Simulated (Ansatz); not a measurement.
Pressure coefficients of KCl

```cif
data_structure
_symmetry_space_group_name_H-M 'Fm-3m'
_symmetry_Int_Tables_number 225
_cell_length_a 6.3122
_cell_length_b 6.3122
_cell_length_c 6.3122
_cell_angle_alpha 90.000
_cell_angle_beta 90.000
_cell_angle_gamma 90.000
_cell_volume 251.50
loop_
_atom_site_label
_atom_site_type_symbol
_atom_site_symmetry_multiplicity
_atom_site_Wyckoff_symbol
_atom_site_fract_x
_atom_site_fract_y
_atom_site_fract_z
_atom_site_occupancy
K1 K 4 a 0.00000 0.00000 0.00000 1
Cl1 Cl 4 b 0.50000 0.00000 0.00000 1
```

The runs use the primitive cell with vectors (0.000, 3.156, 3.156), (3.156, 0.000, 3.156), (3.156, 3.156, 0.000) Å, to which the k mesh refers.

The cell is a measured one (Crystallography Open Database entry 9003114); the temperature and pressure of the measurement aren't taken into account, and nothing was relaxed.

Method: DFT, PBE, all-electron LAPW, scalar-relativistic (Ansatz 0.2.0).

The runs use a Γ-centred 7×7×7 k mesh, Fermi–Dirac smearing of 0.03 eV, basis error target 0.5 meV/atom, no spin polarisation.

The cell is scaled evenly with fractional coordinates held. Semilocal gaps are too small, but their slopes carry over better.

| V/V(cell) | P (GPa) | gap on the k mesh (eV) |
| --- | --- | --- |
| 0.9800 | 0.98 | 5.227 |
| 1.0000 | 0.58 | 5.157 |
| 1.0200 | 0.22 | 5.090 |
| 1.0600 | -0.39 | 4.964 |

Question: From the rows at 0.9800 and 1.0200, what is the bulk modulus at the cell's volume?

Answer: B = −ΔP/Δln V = −[(0.22) − (0.98)]/0.04001 = 19.0 GPa. This is the modulus at 0.58 GPa, not at zero pressure.

Question: What are the gap's volume deformation potential and pressure coefficient?

Answer: dEg/dln V = (5.090 − 5.227)/0.04001 = -3.42 eV, and dEg/dP = −(dEg/dln V)/B = 180 meV/GPa: pressure widens the gap.

Question: Predict the row at V/V(cell) = 0.9405. How far is a linear estimate of P off?

Answer: P = 1.92 GPa, gap 5.374 eV. The linear estimate P(cell) − B ln(V/V(cell)) = 1.75 GPa misses by 0.17 GPa, since the modulus grows under compression.
